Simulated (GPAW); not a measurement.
Runs of GPAW 26.7.0 on BP. It takes space group F-43m (No. 216, cubic). Conventional cell: a = 4.538 Å, b = 4.538 Å, c = 4.538 Å, α = 90.00°, β = 90.00°, γ = 90.00°. P (site symmetry -43m) is surrounded by 4 B at 1.97 Å. B (site symmetry -43m) is surrounded by 4 P at 1.97 Å. 

| task | level | potentials or basis | k mesh | cutoff (eV) | maxiter | band path | band points | grid spacing | other keys | mesh quality | gap on the mesh (eV) | pressure (GPa) | V0 of scaled cells (Å³/atom) | B0 (GPa) |
| --- | --- | --- | --- | --- | --- | --- | --- | --- | --- | --- | --- | --- | --- | --- |
| single point | PBE | GPAW PAW data sets (gpaw-data 1.2.1), pw | 16 × 16 × 16 | 800 | 80 | - | - | - | several, not listed | not flagged | 1.25 | 1.4 | - | - |
| band structure | MS2 | GPAW PAW data sets (gpaw-data 1.2.1), pw | 10 × 10 × 10 | 800 | 150 | GXWKGLUWLK,UX | 80 | - | - | not flagged | 1.73 | -1.3 | - | - |
| band structure | PBE | GPAW PAW data sets (gpaw-data 1.2.1), lcao:dzp | 10 × 10 × 10 | - | 150 | GXWKGLUWLK,UX | 60 | 0.16 Å | - | not flagged | (a) | - | - | - |
| equation of state | PBE | SG15 ONCV 1.2, pw | 10 × 10 × 10 | 1100 | 150 | - | - | - | - | not flagged | - | - | 11.71 | 160 |
| band structure | LDA | the program's PAW data sets (release 1.2.1) made for this functional, pw | 10 × 10 × 10 | 800 | 150 | GXWKGLUWLK,UX | 80 | - | - | not flagged | 1.19 | -5.0 | - | - |
| equation of state | BP86+D4 | PAW data sets generated in the run's folder for this functional, pw | 10 × 10 × 10 | 800 | 150 | - | - | - | - | not flagged | - | - | 11.33 | 171 |
| single point | PBE | GPAW PAW data sets (gpaw-data 1.2.1), pw | 5 × 5 × 5 | 800 | 75 | - | - | - | several, not listed | coarse | 1.24 | (b) | - | - |

Alike in all rows: no spin polarisation; cell as given; smearing fermi-dirac 0.05 eV.

Fill in the values left out.

(a) 1.37; (b) 1.7.

Caveats: some runs use coarse meshes; the PAW data sets were made with another functional, which shifts forces and pressure a little (some runs); the basis of atomic orbitals isn't converged, which shifts pressures, moduli and gaps (some runs); an odd mesh through Γ misses points on the zone boundary, where band edges often lie (some runs).
